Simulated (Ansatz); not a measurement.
# WC (Fm-3m) in Ansatz: single point with PBEsol

Aim: the single point of WC with PBEsol.

Everything below comes from runs of Ansatz 0.2.0. Logs are shortened: lines on timing, memory, paths and dates and some standing lists are left out, and cuts for length are marked.

### Step 1. Starting point

It takes space group Fm-3m (No. 225, cubic). Conventional cell: a = 4.385 Å, b = 4.385 Å, c = 4.385 Å, α = 90.00°, β = 90.00°, γ = 90.00°. W (site symmetry m-3m) has 6 C at 2.19 Å as nearest neighbours. C (site symmetry m-3m) is surrounded by 6 W at 2.19 Å.

Measurements of this composition are mostly on another form, of space group No. 187.

### Step 2. Single point, PBEsol

input.yaml reads:

```yaml
crystal:
  lattice:
    - [0.0, 2.192684, 2.192684]
    - [2.192684, 0.0, 2.192684]
    - [2.192684, 2.192684, 0.0]
  atoms:
    - { symbol: W, position: [0.0, 0.0, 0.0] }
    - { symbol: C, position: [0.5, 0.5, 0.5] }
kpoints:
  mp_grid: { grid: [8, 8, 8] }
scf:
  occupations: { method: fermi_dirac, width: 0.05 }
hamiltonian:
  xc: pbesol
  pseudopotentials: { kind: all_electron, datasets: crystal }
output:
  forces: true
  stress: true
  eigenvalues: true
```

Potentials or basis: all-electron PAW datasets made for the crystal.

Run with:

```sh
> ansatz run input.yaml --threads 2 --pin off --max-ram 8192MiB --backend cpu --events-out ev --progress --plain --runs-dir out
```

What it wrote:

```text
Warning: RAYON_NUM_THREADS=2 ignored (pool sized by the plan → 2); use --threads N
hamiltonian.pseudopotentials.datasets: crystal makes datasets for this crystal and solves the spheres of its atoms anew in each pass: cutoff 340.0 eV, the density's 1360.0 eV; for an error of 0.50 meV an atom under PBE, 1.0 meV for the cell; an energy difference from a run of another recipe may be off by several times the error for the cell, under r2SCAN by more, where some 0.1 meV an atom stays at smaller errors; C in spheres of 0.958 Å, 4 of its electrons in bands; W in spheres of 1.233 Å, 14 of its electrons in bands, 14 on its site; only band paths and densities of states list, in semicore columns, the levels of the semicore shells that are solved separately: 4f of W
band count auto-derived: 15 (N_el = 18.0; filled up to band 9; 13 by the electrons, moments and atoms)
Engine: ansatz 0.2.0, x86_64-unknown-linux-gnu
Pseudopotentials: kind: all_electron
Pseudopotential: W, paw, valence charge 28, recommended cutoff 340 eV (normal), crystal/all_electron/pbesol/scalar/gaussian/W, Koelling and Harmon's equation, gaussian nucleus
Pseudopotential: C, paw, valence charge 4, recommended cutoff 340 eV (normal), crystal/all_electron/pbesol/scalar/gaussian/C, Koelling and Harmon's equation, gaussian nucleus
Functional definition: PBEsol
  exchange = pbesol_x
  correlation = pbesol_c
Crystal: 2 atoms, lattice volume = 21.084 Å³
Basis set: ecut = 340 eV, 307 PW (Γ), exchange–correlation on 40×40×40 points (8 copies of the dense FFT grid, shifted against one another)
Bands: 15, of which v1, the nominal top of the filled ones, is band 9 counted from 1 (8 counted from 0)
Symmetry: 48 space group operations
Space group: Fm-3m (ITA 225), of the structure as read, at distance tolerance 2.8e-5 Å
k-points: 29 of 512
Non-local potential: W, projectors of the file, l = 0: 2, l = 1: 2, l = 2: 1
Non-local potential: C, projectors of the file, l = 0: 1, l = 1: 1
PAW form: soft (Blöchl's): semilocal exchange-correlation on the pseudo side does not see the compensation charge
PAW one-centre angular grid: W, 590 points (default); XC on its mesh's 1785 points in the sphere
PAW one-centre angular grid: C, 110 points (default); XC on its mesh's 1955 points in the sphere
Initial density: superposition of atomic densities (neutral atoms: chi_scale 0, normalization atom)
Initial wavefunctions: pseudopotential atomic-orbital guess
Functional: x = pbesol(κ = 0.804, μ = 0.12345679012345678), c = pbesol(β = 0.046)
iter 1 solved again at ethr=7.22e-2 eV; its pass at ethr=1.00e-1 eV (dr2=1.30e1 eV) is discarded
SCF iter   1: F=—  HF=-440109.206728 eV  |F-HF|=—  |Δ(HF+E_count)|=         —  Δρ=2.08e-1  dr2=1.27e1  ethr=7.22e-2  ⟨swp⟩=2.0  Hψ=2241  notcnv=0
preconditioner: auto → none  [metal: Δε(μ)=0.095 eV  Ē_g=13.287 eV  σ=0.050 eV  W_gap=0.40  n_scr=8 (ndim 8)  ℏωp=25.6 eV  f_vac=0.000  D(μ)=1.22/eV (n_scr^D=14)  sad-step TF]
SCF iter   2: F=—  HF=-440106.502886 eV  |F-HF|=—  |Δ(HF+E_count)|=    2.70e0  Δρ=7.08e-2  dr2=1.44e0  ethr=7.06e-2  ⟨swp⟩=2.1  Hψ=875  notcnv=0  defer=1
SCF iter   3: F=—  HF=-440106.181325 eV  |F-HF|=—  |Δ(HF+E_count)|=   3.22e-1  Δρ=4.06e-2  dr2=3.51e-1  ethr=8.00e-3  ⟨swp⟩=3.2  Hψ=1111  notcnv=0  defer=1
iter 4 solved again at ethr=9.93e-5 eV; its pass at ethr=1.95e-3 eV (dr2=1.79e-2 eV) is discarded
SCF iter   4: F=—  HF=-440106.148314 eV  |F-HF|=—  |Δ(HF+E_count)|=   3.30e-2  Δρ=1.10e-2  dr2=1.74e-2  ethr=9.93e-5  ⟨swp⟩=2.1  Hψ=1865  notcnv=0  defer=1
SCF iter   5: F=—  HF=-440106.146867 eV  |F-HF|=—  |Δ(HF+E_count)|=   1.45e-3  Δρ=2.49e-3  dr2=5.38e-4  ethr=9.69e-5  ⟨swp⟩=2.7  Hψ=869  notcnv=0  defer=1
SCF iter   6: F=—  HF=-440106.147586 eV  |F-HF|=—  |Δ(HF+E_count)|=   7.19e-4  Δρ=5.02e-4  dr2=2.32e-5  ethr=2.99e-6  ⟨swp⟩=2.2  Hψ=726  notcnv=0  defer=1
SCF iter   7: F=—  HF=-440106.147592 eV  |F-HF|=—  |Δ(HF+E_count)|=   5.53e-6  Δρ=1.34e-4  dr2=2.70e-6  ethr=1.29e-7  ⟨swp⟩=3.0  Hψ=1030  notcnv=0  defer=1
SCF iter   8: F=—  HF=-440106.147592 eV  |F-HF|=—  |Δ(HF+E_count)|=   1.28e-8  Δρ=1.96e-5  dr2=7.58e-8  ethr=1.50e-8  ⟨swp⟩=2.1  Hψ=721  notcnv=0
SCF iter   9: F=-440106.147592 eV  HF=-440106.147592 eV  |F-HF|=5.24e-9  |Δ(HF+E_count)|=   5.41e-9  Δρ=4.77e-6  dr2=6.22e-9  ethr=4.21e-10  ⟨swp⟩=2.9  Hψ=775  notcnv=0
SCF 1 converged in 9 iterations: F = -440106.147592 eV  dr2 = 6.22e-9
  Residual-converged pass: ⟨swp⟩=2.6  Hψ=707  notcnv=0  max |occ|·‖R‖ = 5.1e-6 eV (tolerance 5.3e-6 eV)  dr2=6.37e-9  dr2_onsite=1.78e-9  max |Δocc| = 4.7e-10
SCF converged after 9 iterations
Free energy (F): -440106.147592 eV
Harris-Foulkes:  -440106.147592 eV  (|F-HF|=5.24e-9)
Internal energy: -440106.134410 eV  (E = F + TS)
E sigma→0 (E₀):  -440106.141001 eV
Entropy (-TS):   -0.013182 eV (-6.591 meV/atom)
Past the cutoff: the bands carry plane waves up to 1.75 times it, of which those up to 1.5 times it add -0.000243 eV an atom, each by itself; the spheres take 0.000150 eV an atom off the energy for waves past 1.75 times it
By the cutoff:   a pressure is off by up to 0.007 GPa (1.2 times the spheres' own share and the shells' term, over an atom's volume, and 0.004 GPa: a bound that held against runs at twice the plane waves)
Past the cutoffs: a stress includes 0.0037 GPa for waves and charges beyond them, in addition to the slope of what the spheres take
In the spheres:  the bands' charges fall short by 7.5e-7 e at most (sound up to 1e-3), those of shells solved beside the bands by 1.8e-8 e (sound up to 5e-4)
Fermi energy:    26.744431 eV
--- Per-component energies (eV) ---
  E_band       = 26.098257
  E_kinetic    = 401.818508
  E_local      = -5100.235578  (includes V_loc(G=0)·N_el)
  E_nonlocal   = 51.972531
  E_hartree    = 2580.186053
  E_xc         = -184.931015
  E_vxc        = -229.554168  (∫ρ·V_xc dr)
  E_paw        = -448739.476015  (= ΣΔE_a)
  E_vpaw       = -17565.449523  (= ΣTr[D̂ρ^β])
  E_ewald      = -6422.638488
  E_smearing   = -0.013182  (= −TS)
  E_closure    = 17307.169594  (closes the sum)
  Σ components = -440106.147592   (vs F -440106.147592, Δ=0.00e0)
  The terms above E_closure are by the made datasets' own strengths, without shells solved beside the bands.
--- Forces (eV/Å), atoms counted from 1 ---
  atom   1  W     -0.00000000     0.00000000    -0.00000000
  atom   2  C      0.00000000     0.00000000     0.00000000
  max |Σ_I F_I| component: 3.65e-30 eV/Å
--- Stress (GPa, compression-positive) ---
       -9.745691       0.000000      -0.000000
       -0.000000      -9.745691      -0.000000
        0.000000       0.000000      -9.745691
  P = ⅓ Tr σ = -9.7457 GPa (-97.457 kbar)
  It holds what live shells' own plane waves past their cutoff add
--- Band table (eV; the first three rows and the last of 29) ---
  k-point 0: bands = ["-48.6829", "-12.7200", "-12.7200", "-12.7200", "10.8422", "23.8554", "23.8554", "23.8554", "25.5970", "25.5970", "25.5970", "25.6457", "25.6457", "33.0858"]
  k-point 1: bands = ["-48.6775", "-12.8102", "-12.7297", "-12.7297", "11.2769", "22.5728", "23.0726", "23.0726", "24.5507", "24.5507", "26.0536", "28.3242", "28.3242", "33.8544"]
  k-point 2: bands = ["-48.6643", "-13.0225", "-12.7530", "-12.7530", "12.4665", "20.4252", "21.4395", "21.4395", "25.5546", "25.5546", "26.6641", "31.3001", "31.3001", "34.9353"]
  k-point 28: bands = ["-48.6332", "-13.0928", "-13.0928", "-12.9368", "14.0065", "20.3175", "20.5629", "20.5629", "27.1132", "27.1132", "28.9063", "30.0613", "31.5419", "38.4080"]
```

It took 3.5 s on 2 threads of Intel Xeon 6975P-C (Granite Rapids), shared host; peak memory 0.5 GiB.

Results:

| Quantity | Value |
| --- | --- |
| Free energy | -440106.1476 eV |
| Pressure | -9.7 GPa |
| Band gap on the k mesh | none (metal or under the smearing width) |

Caveat: the k mesh is thin for a metal, which can move the energy by tens of meV per atom.
